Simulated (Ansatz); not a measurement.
# Relativistic treatment of Ca

```xyz
1
Lattice="-2.2400 2.2400 2.2400 2.2400 -2.2400 2.2400 2.2400 2.2400 -2.2400" Properties=species:S:1:pos:R:3 pbc="T T T"
Ca    0.0000    0.0000    0.0000
```

The structure is an experimental refinement, used without relaxation. It was measured hot, at 740 K.

One fixed cell is solved with PBE by all-electron LAPW in Ansatz 0.2.0 under different relativistic treatments. Pressure is positive in compression.

Numerical set-up: a Γ-centred 10×10×10 k mesh, Fermi–Dirac smearing of 0.05 eV, basis error target 0.25 meV/atom, no spin polarisation.

```
            setting  P (GPa)  lowest level at Γ above −25 eV, from the valence-band top or, without a gap, the Fermi level (eV)
scalar-relativistic    -0.97                                                                                             -23.16
   non-relativistic    -0.97                                                                                             -23.13
```
